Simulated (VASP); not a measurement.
The system is ZnS.

```
Zn S
1.0
     0.00000    2.70200    2.70200
     2.70200    0.00000    2.70200
     2.70200    2.70200    0.00000
Zn S
1 1
Direct
  0.75000 0.75000 0.75000
  0.00000 0.00000 0.00000
```

Program: VASP 6.6.1. Alike in all runs: potentials or basis VASP PAW PBE potentials, release 64 (Zn, S); no spin polarisation; cell as given; cutoff (eV) 520.

Q: Order these runs on this cell by their band gap on the k mesh, lowest first.
A. level HF; k mesh 5 × 5 × 5; smearing fermi-dirac 0.05 eV; grid for exact exchange (PRECFOCK) Fast; exchange at q = 0 truncated
B. level HSE06; k mesh 6 × 6 × 6; smearing gaussian 0.02 eV; ladder gaps; grid for exact exchange (PRECFOCK) Fast; screening parameter 0.2 1/A
C. level HSE03; k mesh 6 × 6 × 6; smearing gaussian 0.02 eV; ladder gaps; grid for exact exchange (PRECFOCK) Fast
D. level PBE; k mesh 9 × 9 × 9; smearing gaussian 0.02 eV
E. level r2SCAN-EpsX; k mesh 6 × 6 × 6; smearing gaussian 0.02 eV; ladder gaps; grid for exact exchange (PRECFOCK) Fast; exchange at q = 0 truncated; share of exact exchange 0.1687

A: D (2.11 eV), C (3.12 eV), B (3.34 eV), E (3.80 eV), A (10.23 eV).

Caveats: an odd mesh through Γ misses points on the zone boundary, where band edges often lie (some runs).

Not every run made on this cell is shown here.
